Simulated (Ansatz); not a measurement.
Runs of Ansatz 0.2.0 on FeO (Wuestite). Symmetry: Fm-3m, No. 225, cubic system. The conventional cell has a = 4.311 Å, b = 4.311 Å, c = 4.311 Å, α = 90.00°, β = 90.00°, γ = 90.00°. Around Fe (site symmetry m-3m) lie 6 O at 2.16 Å. O (site symmetry m-3m) has 6 Fe at 2.16 Å as nearest neighbours. 

| task | level | cell | cutoff (eV) | smearing | basis error allowed | gap on the mesh (eV) | pressure (GPa) | moment (μB) | V0 of scaled cells (Å³/atom) | B0 (GPa) |
| --- | --- | --- | --- | --- | --- | --- | --- | --- | --- | --- |
| single point | PBE | as given | 349 | gaussian 0.017 eV | 0.001 eV/atom | none | -0.4 | 4.00 | - | - |
| single point | PBE | as given | 349 | gaussian 0.028 eV | 0.001 eV/atom | none | -0.4 | 4.00 | - | - |
| relaxation of cell and atoms | BLYP | relaxed | - | fermi-dirac 0.05 eV | 0.001 eV/atom | - | 0.0 | 4.00 | - | - |
| equation of state | PBE | as given | - | fermi-dirac 0.05 eV | 0.0005 eV/atom | - | - | - | (a) | 185 |
| equation of state | PBEsol | as given | - | fermi-dirac 0.05 eV | 0.001 eV/atom | - | - | - | 9.57 | 208 |

Alike in all rows: potentials or basis all-electron LAPW, scalar-relativistic; spin collinear, ferromagnetic start; k mesh 11 × 11 × 11.

Fill in the values left out.

(a) 10.00.

Caveats: a cell with one magnetic atom can't hold antiferromagnetic order, which such compounds often take (some runs); semilocal functionals often make such compounds metallic where correlation or magnetic order opens a gap, which also shifts bond lengths (some runs).

A k mesh can miss the band edges.

A gap of «none» marks a metal or a gap under the smearing width.

Not every run made on this cell is shown here.
